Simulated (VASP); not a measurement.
Write the native input for VASP 6.6.1 that does the following.

```yaml
Task: single point
Functional: PBEsol
Potentials_or_basis: VASP PAW PBE potentials, release 64 (Yb, H)
Cutoff: 520 eV
k_mesh: 10 × 10 × 10
Occupations: gaussian, width 0.05 eV
Spin: no spin polarisation
Dipole_correction: no
Further_INCAR_settings: ALGO = Fast; EDIFF = 1e-06; NBANDS = 22
```

The structure of YbH3 lies in POSCAR:

```
YbH3
1.0
    0.0000000000      2.8651395027      2.8651395027
    2.8651395027      0.0000000000      2.8651395027
    2.8651395027      2.8651395027      0.0000000000
Yb H
1 3
Direct
    0.0000000000      0.0000000000      0.0000000000
    0.5000000000      0.5000000000      0.5000000000
    0.2500000000      0.2500000000      0.2500000000
    0.7500000000      0.7500000000      0.7500000000
```

The cell comes from a database or a generator and needn't be the stable form of this composition.

The input as run:

INCAR

```
SYSTEM = YbH3
  ALGO = Fast
  EDIFF = 1E-6
  ENCUT = 520
  GGA = PS
  ISIF = 2
  ISMEAR = 0
  LASPH = .True.
  LCHARG = .False.
  LREAL = .False.
  LWAVE = .False.
  NBANDS = 22
  NELM = 100
  PREC = Accurate
  SIGMA = 0.05
```

KPOINTS

```
k-points
0
Gamma
  10 10 10
  0 0 0
```

Potentials or basis: VASP PAW PBE potentials, release 64 (Yb, H).

Launch:

```sh
$ cat potpaw_PBE.64/Yb/POTCAR potpaw_PBE.64/H/POTCAR > POTCAR
$ mpirun -np 1 vasp_std > vasp.out
```

Results of the run:

- Pressure: -17.1 GPa
- Band gap on the k mesh: none (metal or under the smearing width)

Caveat: so large a pressure means that the cell lies far from this level's equilibrium, or that cutoff or potentials fall short; the potentials were made for another functional, which shifts forces and pressure; without U or exact exchange the open f shell lies at the Fermi level, which spoils levels, moments and volumes.

It took 81 s on 1 thread of Intel(R) Xeon(R) 6975P-C (Granite Rapids) (shared host), peak memory 0.21 GiB.
